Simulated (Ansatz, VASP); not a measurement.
Two plane-wave programs on Tl

INCAR

```
PREC = Accurate ; ENCUT = 520
EDIFF = 1E-7 ; ISMEAR = 0
SIGMA = 0.15 ; LREAL = F
LASPH = T ; NELM = 80
ALGO = Normal ; ISIF = 2
LWAVE = F ; LCHARG = T
GGA = CA ; LELF = T
LVHAR = T ; NBANDS = 12
```

The input KPOINTS:

```
Automatic mesh
0
Gamma
  16 16 16
```

POSCAR

```
Tl
1.0
    0.0000000000      2.5896582946      2.5896582946
    2.5896582946      0.0000000000      2.5896582946
    2.5896582946      2.5896582946      0.0000000000
Tl
1
Direct
    0.0000000000      0.0000000000      0.0000000000
```

Input for Ansatz:

```yaml
crystal:
  lattice:
    - [0.0, 2.5896582946, 2.5896582946]
    - [2.5896582946, 0.0, 2.5896582946]
    - [2.5896582946, 2.5896582946, 0.0]
  atoms:
    - { symbol: Tl, position: [0.0, 0.0, 0.0] }
basis:
  ecutwfc: 420
kpoints:
  mp_grid: { grid: [16, 16, 16] }
hamiltonian:
  xc: lda
scf:
  occupations: { method: gaussian, width: 0.15 }
output:
  forces: true
  stress: true
  eigenvalues: true
```

Change from the starting cell: strain +0.050 along x and y, +0.050 along z, atoms carried along.

Alike in both runs: task single point; functional LDA; k mesh 16 × 16 × 16; occupations gaussian, width 0.15 eV; no spin polarisation.

|  | VASP | Ansatz |
| --- | --- | --- |
| version | VASP 6.6.1 | Ansatz 0.2.0 |
| potentials or method | VASP PAW LDA potentials, release 64 (Tl_d) | scalar-relativistic, plane waves, PAW |
| plane-wave cutoff (eV) | 520 | 420 |
| valence electrons in the cell | 13 | 13 |

```csv
,VASP,Ansatz,Ansatz less VASP
gap on the k mesh at the Fermi level (eV),none,none,-
pressure (GPa),-5.6,-5.6,+0.03
```

A gap of «none» marks a metal or a gap that the smearing closes.

The runs have no spin-orbit coupling, so splittings on Tl are missing.
